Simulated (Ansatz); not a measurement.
# Au in Ansatz: convergence with k mesh

Input of the first run (k mesh 3 × 3 × 3); the others differ in this setting and in those tied to it:

The input input.yaml:

```yaml
crystal:
  lattice:
    - [2.807319, -0.043347, -0.000852]
    - [-0.043347, 2.663496, -0.024098]
    - [-0.000852, -0.024098, 2.777436]
  atoms:
    - { symbol: Au, position: [0.489422, 0.483415, 0.489852] }
hamiltonian:
  xc: r2scan
  pseudopotentials: { kind: paw }
kpoints:
  mp_grid: { grid: [3, 3, 3] }
scf:
  occupations: { method: cold, width: 0.1 }
output:
  forces: true
  stress: true
  eigenvalues: true
```

Potentials or basis: Ansatz PAW.

Run with:

```sh
$ ansatz run input.yaml --threads 2 --pin off --max-ram 5632MiB --backend cpu --events-out ev --progress --plain --runs-dir out
```

The cell isn't the ideal one: cell strained at random at fixed volume.

The cell was built by a generator and needn't be a form met in nature.

Hardware: 2 threads of Arm Neoverse V1 (shared host).

**Question.** The values tried are 3 × 3 × 3, 4 × 4 × 4, 5 × 5 × 5, 5 × 6 × 6, 7 × 7 × 7, 8 × 9 × 9, 11 × 11 × 11, 13 × 14 × 13, 15 × 16 × 16, loosest first. From which on does the pressure stay within 0.1 GPa of the tightest run that finished?

**Answer.** From 13 × 14 × 13 on.

```
      k mesh  energy less the tightest run, at zero smearing (meV/atom)  pressure (GPa)  SCF cycles  CPU time (s)  peak memory (GiB)
   3 × 3 × 3                                                     495.99            1.71           6             2               0.29
   4 × 4 × 4                                                    -140.35           -4.37           6           2.7                0.3
   5 × 5 × 5                                                     159.73           -1.59           6           3.6               0.32
   5 × 6 × 6                                                       5.62           -2.30           6           4.5               0.33
   7 × 7 × 7                                                      27.44           -2.95           6           7.2               0.36
   8 × 9 × 9                                                      -6.69           -2.79           6            12               0.41
11 × 11 × 11                                                      -3.37           -2.83           6            23               0.51
13 × 14 × 13                                                      -1.64           -2.75           6            46               0.65
15 × 16 × 16                                                       0.00           -2.69           6            74               0.87
```

Not settled before the last step: the energy (to 1 meV/atom). Meshes of other sizes hit other points, so gaps and Fermi surfaces needn't settle smoothly. The tightest run that finished is the yardstick and may itself not be fully converged.

Caveat, for the tightest run too: the PAW data sets come from PBE, with cores solved anew for the run's functional, which leaves a small shift of forces and pressure. The run has no spin-orbit coupling, so splittings on Au are missing.
